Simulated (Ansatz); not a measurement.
# C62N (NV centre in diamond, charge -1, 64-site cell): the cost of one run

Program: Ansatz 0.2.0. Level of theory: DFT PBE, scalar-relativistic, plane waves, PAW, and further levels as typed in the inputs. These are calculated values, not measurements.

## (1) The system as given

The structure is trigonal, space group R3m (No. 160). Conventional cell: a = 10.067 Å, b = 10.067 Å, c = 12.441 Å, α = 90.00°, β = 90.00°, γ = 120.00°. N (site symmetry 3m) has 3 C at 1.54 Å as nearest neighbours. C (site symmetry m) has 3 C at 1.54 to 1.56 Å as nearest neighbours. C (site symmetry m) is surrounded by 4 C at 1.54 to 1.56 Å. C (site symmetry 1) has 4 C at 1.54 to 1.56 Å as nearest neighbours. C (site symmetry m) is surrounded by 1 N at 1.54 Å and 3 C at 1.54 to 1.56 Å. Only part of the 19 independent sites is listed.

The input asks for a charge of -1 e on the cell.

Coordinates:

```
N C
1.0
     7.14000    0.02142    0.02142
     0.02142    7.14000    0.02142
     0.02142    0.02142    7.14000
N C
1 62
Cartesian
  4.4893 4.4893 4.4893
  4.4786 2.6989 2.6989
  2.6989 4.4786 2.6989
  2.6989 2.6989 4.4786
  3.5807 1.8011 1.8011
  3.5914 1.8118 5.3711
  3.5914 5.3711 1.8118
  3.6021 5.3818 5.3818
  1.8011 3.5807 1.8011
  1.8118 3.5914 5.3711
  5.3711 3.5914 1.8118
  5.3818 3.6021 5.3818
  1.8011 1.8011 3.5807
  1.8118 5.3711 3.5914
  5.3711 1.8118 3.5914
  5.3818 5.3818 3.6021
  0.9193 4.4786 4.4786
  4.4786 0.9193 4.4786
  4.4786 4.4786 0.9193
  0.9086 2.6882 2.6882
  4.4893 2.7096 6.2689
  4.4893 6.2689 2.7096
  2.6882 0.9086 2.6882
  2.7096 4.4893 6.2689
  6.2689 4.4893 2.7096
  2.6882 2.6882 0.9086
  2.7096 6.2689 4.4893
  6.2689 2.7096 4.4893
  0.0214 3.5807 3.5807
  3.5807 0.0214 3.5807
  3.5807 3.5807 0.0214
  0.9086 0.9086 4.4679
  0.9086 4.4679 0.9086
  4.4679 0.9086 0.9086
  0.9193 2.6989 6.2582
  0.9193 6.2582 2.6989
  4.5000 6.2796 6.2796
  2.6989 0.9193 6.2582
  6.2582 0.9193 2.6989
  6.2796 4.5000 6.2796
  2.6989 6.2582 0.9193
  6.2582 2.6989 0.9193
  6.2796 6.2796 4.5000
  0.0107 1.7904 1.7904
  0.0214 1.8011 5.3604
  0.0214 5.3604 1.8011
  0.0321 5.3711 5.3711
  1.7904 0.0107 1.7904
  1.8011 0.0214 5.3604
  5.3604 0.0214 1.8011
  5.3711 0.0321 5.3711
  1.7904 1.7904 0.0107
  1.8011 5.3604 0.0214
  5.3604 1.8011 0.0214
  5.3711 5.3711 0.0321
  0.8979 0.8979 0.8979
  0.9300 6.2689 6.2689
  6.2689 0.9300 6.2689
  6.2689 6.2689 0.9300
  0.0107 0.0107 3.5700
  0.0107 3.5700 0.0107
  3.5700 0.0107 0.0107
  0.0000 0.0000 0.0000
```

## (2) Ground state, relaxed

Contents of input.yaml:

```yaml
crystal:
  lattice:
    - [7.14, 0.02142, 0.02142]
    - [0.02142, 7.14, 0.02142]
    - [0.02142, 0.02142, 7.14]
  atoms:
    - { symbol: "N", position: [0.625, 0.625, 0.625] }
    - { symbol: C, position: [0.625, 0.375, 0.375], spin: 0.666667 }
    - { symbol: C, position: [0.375, 0.625, 0.375], spin: 0.666667 }
    - { symbol: C, position: [0.375, 0.375, 0.625], spin: 0.666666 }
    - { symbol: C, position: [0.5, 0.25, 0.25] }
    - { symbol: C, position: [0.5, 0.25, 0.75] }
    - { symbol: C, position: [0.5, 0.75, 0.25] }
    - { symbol: C, position: [0.5, 0.75, 0.75] }
    - { symbol: C, position: [0.25, 0.5, 0.25] }
    - { symbol: C, position: [0.25, 0.5, 0.75] }
    - { symbol: C, position: [0.75, 0.5, 0.25] }
    - { symbol: C, position: [0.75, 0.5, 0.75] }
    - { symbol: C, position: [0.25, 0.25, 0.5] }
    - { symbol: C, position: [0.25, 0.75, 0.5] }
    - { symbol: C, position: [0.75, 0.25, 0.5] }
    - { symbol: C, position: [0.75, 0.75, 0.5] }
    - { symbol: C, position: [0.125, 0.625, 0.625] }
    - { symbol: C, position: [0.625, 0.125, 0.625] }
    - { symbol: C, position: [0.625, 0.625, 0.125] }
    - { symbol: C, position: [0.125, 0.375, 0.375] }
    - { symbol: C, position: [0.625, 0.375, 0.875] }
    - { symbol: C, position: [0.625, 0.875, 0.375] }
    - { symbol: C, position: [0.375, 0.125, 0.375] }
    - { symbol: C, position: [0.375, 0.625, 0.875] }
    - { symbol: C, position: [0.875, 0.625, 0.375] }
    - { symbol: C, position: [0.375, 0.375, 0.125] }
    - { symbol: C, position: [0.375, 0.875, 0.625] }
    - { symbol: C, position: [0.875, 0.375, 0.625] }
    - { symbol: C, position: [0.0, 0.5, 0.5] }
    - { symbol: C, position: [0.5, 0.0, 0.5] }
    - { symbol: C, position: [0.5, 0.5, 0.0] }
    - { symbol: C, position: [0.125, 0.125, 0.625] }
    - { symbol: C, position: [0.125, 0.625, 0.125] }
    - { symbol: C, position: [0.625, 0.125, 0.125] }
    - { symbol: C, position: [0.125, 0.375, 0.875] }
    - { symbol: C, position: [0.125, 0.875, 0.375] }
    - { symbol: C, position: [0.625, 0.875, 0.875] }
    - { symbol: C, position: [0.375, 0.125, 0.875] }
    - { symbol: C, position: [0.875, 0.125, 0.375] }
    - { symbol: C, position: [0.875, 0.625, 0.875] }
    - { symbol: C, position: [0.375, 0.875, 0.125] }
    - { symbol: C, position: [0.875, 0.375, 0.125] }
    - { symbol: C, position: [0.875, 0.875, 0.625] }
    - { symbol: C, position: [0.0, 0.25, 0.25] }
    - { symbol: C, position: [0.0, 0.25, 0.75] }
    - { symbol: C, position: [0.0, 0.75, 0.25] }
    - { symbol: C, position: [0.0, 0.75, 0.75] }
    - { symbol: C, position: [0.25, 0.0, 0.25] }
    - { symbol: C, position: [0.25, 0.0, 0.75] }
    - { symbol: C, position: [0.75, 0.0, 0.25] }
    - { symbol: C, position: [0.75, 0.0, 0.75] }
    - { symbol: C, position: [0.25, 0.25, 0.0] }
    - { symbol: C, position: [0.25, 0.75, 0.0] }
    - { symbol: C, position: [0.75, 0.25, 0.0] }
    - { symbol: C, position: [0.75, 0.75, 0.0] }
    - { symbol: C, position: [0.125, 0.125, 0.125] }
    - { symbol: C, position: [0.125, 0.875, 0.875] }
    - { symbol: C, position: [0.875, 0.125, 0.875] }
    - { symbol: C, position: [0.875, 0.875, 0.125] }
    - { symbol: C, position: [0.0, 0.0, 0.5] }
    - { symbol: C, position: [0.0, 0.5, 0.0] }
    - { symbol: C, position: [0.5, 0.0, 0.0] }
    - { symbol: C, position: [0.0, 0.0, 0.0] }
magnetization:
  spin_polarized: true
total_charge: -1
scf:
  occupations: { method: explicit, values: { up: [[1, 1, 1]], down: [[1, 0, 0]] } }
  n_extra_bands: 6
output:
  forces: true
  stress: true
  eigenvalues: true
kpoints:
  mp_grid: { grid: [1, 1, 1] }
hamiltonian:
  xc: pbe
relax:
  f_tol: 0.005
  max_steps: 60
```

The run is started by

```console
$ ansatz run input.yaml --threads 8 --pin off --max-ram 16384MiB --backend cpu --events-out ev --progress --plain --runs-dir out
```

What time and memory should one allow on 8 threads of Arm Neoverse V1, shared host?

About 8.3 s, with a peak of 0.62 GiB.
